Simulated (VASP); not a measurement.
# Cs2H (P6/mmm) in VASP: further runs, part 2 of 2

VASP 6.6.1. Earlier steps stand in the parts before.

## Step 3: Relaxation of cell and atoms, PBEsol

File INCAR:

```
SYSTEM = Cs2H
ALGO = Normal
EDIFF = 1E-7
EDIFFG = -0.01
ENCUT = 600
GGA = PS
IBRION = 2
ISIF = 3
ISMEAR = 0
LASPH = .True.
LCHARG = .False.
LREAL = .False.
LWAVE = .False.
NELM = 100
NSW = 40
PREC = Accurate
SIGMA = 0.05
```

File KPOINTS:

```
k-points
0
Gamma
  6 6 6
  0 0 0
```

File POSCAR:

```
Cs2H
1.0
    5.5471989200      0.0000000000      0.0000000000
   -2.7735994600      4.8040151800      0.0000000000
    0.0000000000      0.0000000000      4.5229973100
Cs H
2 1
Direct
    0.3333333300      0.6666666700      0.5000000000
    0.6666666700      0.3333333300      0.5000000000
    0.0000000000      0.0000000000      0.5000000000
```

Potentials or basis: VASP PAW PBE potentials, release 64 (Cs_sv, H).

The run is started by

```
$ cat potpaw_PBE.64/Cs_sv/POTCAR potpaw_PBE.64/H/POTCAR > POTCAR
$ mpirun -np 1 vasp_std > vasp.out
```

OUTCAR:

```text
SYSTEM = Cs2H
   EDIFF = 1E-7
   EDIFFG = -0.01
   ENCUT = 600
   GGA = PS
   IBRION = 2
   ISIF = 3
   ISMEAR = 0
   LASPH = .True.
   LREAL = .False.
   NELM = 100
   NSW = 40
   PREC = Accurate

 ion  position               nearest neighbor table
   1  0.333  0.667  0.500-
   2  0.667  0.333  0.500-
   3  0.000  0.000  0.500-

  LATTYP: Found a hexagonal cell.
 ALAT       =     5.5471989200
 C/A-ratio  =     0.8153659847

  Lattice vectors:

 A1 = (   5.5471989200,   0.0000000000,   0.0000000000)
 A2 = (  -2.7735994600,   4.8040151800,   0.0000000000)
 A3 = (   0.0000000000,   0.0000000000,   4.5229973100)

Analysis of symmetry for initial positions (statically):
[... 387 lines left out ...]
      3     -10.6729      2.00000
      4     -10.6729      2.00000
      5     -10.0006      2.00000
      6      -9.5522      2.00000
      7      -9.3378      2.00000
      8      -9.3378      2.00000
      9      -1.6767      2.00000
     10       0.6437      2.00000
     11       3.0396      0.00000
     12       3.0396      0.00000
     13       3.4458      0.00000
[... 354 lines left out ...]
  band No.  band energies     occupation
      1     -23.2510      2.00000
      2     -23.0148      2.00000
      3     -10.7476      2.00000
      4     -10.4575      2.00000
      5     -10.0747      2.00000
      6      -9.7844      2.00000
      7      -9.5385      2.00000
      8      -9.1863      2.00000
      9      -0.9633      2.00000
     10       1.4409      0.00000
     11       1.8132      0.00000
     12       2.2588      0.00000
     13       2.2709      0.00000

 [... further k-points ...]

------------------------ aborting loop because EDIFF is reached ----------------------------------------

  FORCE on cell =-STRESS in cart. coord.  units (eV):
  Direction    XX          YY          ZZ          XY          YZ          ZX
  --------------------------------------------------------------------------------------
  -------------------------------------------------------------------------------------
  Total        0.0156822      0.0156822      0.0079541     -0.0000000     -0.0000000      0.0000000
  in kB        0.1490176      0.1490176      0.0755827     -0.0000000     -0.0000000      0.0000000
  external PRESSURE =       0.1245393 kB  Pullay stress =       0.0000000 kB
[... 18 lines left out ...]
  FREE ENERGIE OF THE ION-ELECTRON SYSTEM (eV)
  ---------------------------------------------------
  free  energy   TOTEN  =        -4.0536236249 eV

  energy  without entropy=       -4.0520243392  energy(sigma->0) =       -4.05282398

 reached required accuracy - stopping structural energy minimisation
```

OSZICAR:

```text
N       E                     dE             d eps       ncg     rms          rms(c)
DAV:   1     0.150321195734E+03    0.15032E+03   -0.79766E+03   728   0.128E+03
DAV:   2     0.106027817733E+02   -0.13972E+03   -0.13579E+03  1066   0.213E+02
DAV:   3    -0.434301446684E+01   -0.14946E+02   -0.14720E+02   943   0.796E+01
[... 167 lines left out ...]
DAV:   4    -0.405362597790E+01    0.54696E-06   -0.23689E-05   748   0.268E-02    0.936E-03
DAV:   5    -0.405362366298E+01    0.23149E-05   -0.41022E-06   858   0.105E-02    0.238E-03
DAV:   6    -0.405362347353E+01    0.18945E-06   -0.25121E-07   609   0.260E-03    0.144E-03
DAV:   7    -0.405362357406E+01   -0.10053E-06   -0.81425E-07   569   0.220E-03    0.664E-04
DAV:   8    -0.405362362486E+01   -0.50799E-07   -0.12661E-07   529   0.102E-03
  14 F= -.40536236E+01 E0= -.40528240E+01  d E =-.698219E-04
```

Wall time 7 min (1 thread of Intel Xeon Platinum 8488C (Sapphire Rapids), shared host); peak memory 0.3 GiB.

What came out:

| Item | Value |
| --- | --- |
| Free energy | -4.0536 eV |
| Relaxed volume | 56.20 Å³/atom |
| Relaxed cell | a = 6.212 Å, b = 6.212 Å, c = 5.045 Å, α = 90.00°, β = 90.00°, γ = 120.00° |
| Space group after relaxing (to 0.05 Å) | P6/mmm (No. 191) |
| Energy gained by relaxing | 100.3 meV/atom |
| Ionic steps | 14 |
| Pressure after relaxing | 0.0 GPa |
| Band gap on the k mesh | none (metal or under the smearing width) |

Step by step:
| step | energy change (eV) | largest force (eV/Å) | pressure (GPa) | volume (Å³) |
| --- | --- | --- | --- | --- |
| 1 | 0.0000 | 0.0000 | 2.98 | 120.53 |
| 2 | -0.1972 | 0.0000 | 1.12 | 133.97 |
| 3 | -0.2443 | 0.0000 | 0.70 | 142.03 |
| 4 | -0.2591 | 0.0000 | 0.10 | 158.98 |
| 5 | -0.2637 | 0.0000 | 0.17 | 154.18 |
| 6 | -0.2639 | 0.0000 | 0.29 | 151.18 |
| 7 | -0.2642 | 0.0000 | 0.24 | 152.40 |
| 8 | -0.2766 | 0.0000 | 0.18 | 155.26 |
| 9 | -0.2982 | 0.0000 | 0.10 | 163.92 |
| 10 | -0.2840 | 0.0000 | -0.10 | 181.47 |
| 11 | -0.3006 | 0.0000 | 0.00 | 169.95 |
| 12 | -0.3009 | 0.0000 | 0.02 | 168.44 |
| 13 | -0.3009 | 0.0000 | 0.02 | 168.12 |
| 14 | -0.3010 | 0.0000 | 0.01 | 168.61 |

Final structure:
```cif
data_structure
_symmetry_space_group_name_H-M 'P 1'
_symmetry_Int_Tables_number 1
_cell_length_a 6.2123
_cell_length_b 6.2123
_cell_length_c 5.0448
_cell_angle_alpha 90.000
_cell_angle_beta 90.000
_cell_angle_gamma 120.000
_cell_volume 168.61
loop_
_atom_site_label
_atom_site_type_symbol
_atom_site_fract_x
_atom_site_fract_y
_atom_site_fract_z
_atom_site_occupancy
Cs1 Cs 0.33333 0.66667 0.50000 1
Cs2 Cs 0.66667 0.33333 0.50000 1
H1 H 0.00000 0.00000 0.50000 1
```

Levels at points of the mesh, in eV from the Fermi level:
| k point | band 5 | band 6 | band 7 | band 8 | band 9 | band 10 | band 11 | band 12 | band 13 |
| --- | --- | --- | --- | --- | --- | --- | --- | --- | --- |
| (0.00, 0.00, 0.00) | -11.20 | -10.75 | -10.54 | -10.54 | -2.87 | -0.55 | 1.84 | 1.84 | 2.25 |
| (0.50, 0.00, 0.00) | -11.05 | -10.91 | -10.84 | -10.35 | -2.36 | -0.41 | 0.55 | 1.49 | 1.83 |
| (0.00, 0.00, 0.50) | -11.37 | -10.87 | -10.52 | -10.52 | -2.48 | 0.48 | 1.02 | 1.02 | 2.32 |
| (0.50, 0.00, 0.50) | -11.21 | -11.05 | -10.83 | -10.34 | -2.13 | 0.14 | 0.52 | 1.15 | 1.70 |

Caveat: the volume moved by over 15 % at a fixed basis, so the end points are rough; the PAW data sets were made with another functional, which shifts forces and pressure a little.

## Step 4: Relaxation of the atoms, PW91 (volume scaled by 1.25)

File run.py:

```python
from ase.calculators.vasp import Vasp
from ase.io import read

atoms = read('POSCAR')
calc = Vasp(
    directory='calc',
    pp='PBE',
    setups='recommended',
    prec='Accurate',
    encut=520,
    ediff=1e-07,
    ismear=-5,
    sigma=0.02,
    lreal=False,
    lasph=True,
    nelm=100,
    algo='Normal',
    isif=2,
    lwave=False,
    lcharg=False,
    gga='91',
    ibrion=2,
    nsw=60,
    ediffg=-0.01,
    kpts=[6, 6, 6],
    gamma=True,
)
atoms.calc = calc

print('energy (eV):', atoms.get_potential_energy())
print('free energy (eV):', atoms.get_potential_energy(force_consistent=True))
print('forces (eV/A):')
print(atoms.get_forces())
print('stress (eV/A^3, Voigt):', atoms.get_stress())
print('Fermi level (eV):', calc.get_fermi_level())
print('cell (A, degrees):', atoms.cell.cellpar())
print('volume (A^3):', atoms.get_volume())
print('scaled positions:')
print(atoms.get_scaled_positions())
```

File POSCAR:

```
Cs2H
1.0
    5.9755388929      0.0000000000      0.0000000000
   -2.9877694464      5.1749684776      0.0000000000
    0.0000000000      0.0000000000      4.8722511538
Cs H
2 1
Direct
    0.3333333300      0.6666666700      0.5000000000
    0.6666666700      0.3333333300      0.5000000000
    0.0000000000      0.0000000000      0.5000000000
```

Potentials or basis: VASP PAW PBE potentials, release 64 (Cs_sv, H).

The run is started by

```
$ python run.py
```

Output:

```text
energy (eV): -3.85734953
free energy (eV): -3.85734953
forces (eV/A):
[[-0. -0.  0.]
 [ 0.  0.  0.]
 [ 0.  0.  0.]]
stress (eV/A^3, Voigt): [-0.00931869 -0.00931869 -0.00333294 -0.          0.         -0.        ]
Fermi level (eV): 1.67351682
cell (A, degrees): [  5.97553889   5.97553889   4.87225115  90.          90.
 120.00000002]
volume (A^3): 150.66572067056975
scaled positions:
[[0.33333333 0.66666667 0.5       ]
 [0.66666667 0.33333333 0.5       ]
 [0.         0.         0.5       ]]
```

OUTCAR:

```text
ENCUT = 520.000000
   EDIFF = 1.00e-07
   EDIFFG = -1.00e-02
   GGA = 91
   PREC = Accurate
   IBRION = 2
   ISIF = 2
   ISMEAR = -5
   NELM = 100
   NSW = 60
   LASPH = .TRUE.
   LREAL = .FALSE.

 ion  position               nearest neighbor table
   1  0.333  0.667  0.500-
   2  0.667  0.333  0.500-
[... 593 lines left out ...]
  in kB       14.9301905     14.9301904      5.3399531      0.0000000      0.0000000     -0.0000000
  external PRESSURE =      11.7334447 kB  Pullay stress =       0.0000000 kB

 VOLUME and BASIS-vectors are now :
 -----------------------------------------------------------------------------
  energy-cutoff  :      520.00
  volume of cell :      150.67
      direct lattice vectors                 reciprocal lattice vectors
     5.975538893  0.000000000  0.000000000     0.167348923  0.096618946  0.000000000
    -2.987769446  5.174968478  0.000000000     0.000000000  0.193237892  0.000000000
     0.000000000  0.000000000  4.872251154     0.000000000  0.000000000  0.205243935

 POSITION                                       TOTAL-FORCE (eV/Angst)
 -----------------------------------------------------------------------------------
     -0.00000      3.44998      2.43613        -0.000000     -0.000000      0.000000
      2.98777      1.72499      2.43613         0.000000      0.000000      0.000000
      0.00000      0.00000      2.43613         0.000000      0.000000      0.000000
 -----------------------------------------------------------------------------------
    total drift:                               -0.000000      0.000000      0.000000

  FREE ENERGIE OF THE ION-ELECTRON SYSTEM (eV)
  ---------------------------------------------------
  free  energy   TOTEN  =        -3.8573495266 eV

  energy  without entropy=       -3.8573495266  energy(sigma->0) =       -3.85734953

 reached required accuracy - stopping structural energy minimisation
```

INCAR:

```text
ENCUT = 520.000000
SIGMA = 0.020000
EDIFF = 1.00e-07
EDIFFG = -1.00e-02
ALGO = Normal
GGA = 91
PREC = Accurate
IBRION = 2
ISIF = 2
ISMEAR = -5
NELM = 100
NSW = 60
LASPH = .TRUE.
LCHARG = .FALSE.
LWAVE = .FALSE.
LREAL = .FALSE.
```

It took 60 s on 1 thread of Intel Xeon Platinum 8488C (Sapphire Rapids), shared host; peak memory 0.27 GiB.

What came out:

- Free energy: -3.8573 eV
- Pressure after relaxing: 1.2 GPa
- Band gap on the k mesh: none (metal or under the smearing width)

Final structure:
```
CELL_PARAMETERS angstrom
5.97554 0.00000 0.00000
-2.98777 5.17497 0.00000
0.00000 0.00000 4.87225
ATOMIC_POSITIONS crystal
Cs 0.33333 0.66667 0.50000
Cs 0.66667 0.33333 0.50000
H 0.00000 0.00000 0.50000
```

Caveat: the relaxation stopped at its first step, so nothing moved; the PAW data sets were made with another functional, which shifts forces and pressure a little; tetrahedron occupations give inexact forces and stress in metals.

## Step 5: The reference run

An earlier run on the cell as given: functional PBE; potentials or basis VASP PAW PBE potentials, release 64 (Cs_sv, H); cutoff 520 eV; k mesh 6 × 6 × 6; occupations fermi-dirac, width 0.05 eV; no spin polarisation.

- Pressure: 4.1 GPa
- Band gap on the k mesh: none (metal or under the smearing width)

## Step 6: Overview

```csv
task,level,cell,cutoff (eV),smearing,optimiser,other keys,gap on the mesh (eV),pressure (GPa),relaxed volume (Å³/atom)
relaxation of cell and atoms,PBE,relaxed,600,gaussian 0.05 eV,-,-,none,0.0,63.60
relaxation of cell and atoms,PBEsol,relaxed,600,gaussian 0.05 eV,-,-,none,0.0,56.20
relaxation of the atoms,PW91,atoms relaxed from: volume scaled by 1.25,520,tetrahedron,vasp,ISMEAR = -5; SIGMA = 0.02,none,1.2,-
single point,PBE,as given,520,fermi-dirac 0.05 eV,-,-,none,4.1,-
```

Alike in all rows: potentials or basis VASP PAW PBE potentials, release 64 (Cs_sv, H); no spin polarisation; k mesh 6 × 6 × 6.

Caveats: the volume moved by over 15 % at a fixed basis, so the end points are rough (some runs); the PAW data sets were made with another functional, which shifts forces and pressure a little (some runs); the relaxation stopped at its first step, so nothing moved (some runs); tetrahedron occupations give inexact forces and stress in metals (some runs).

Absolute energies hang on the potentials; compare differences alone.
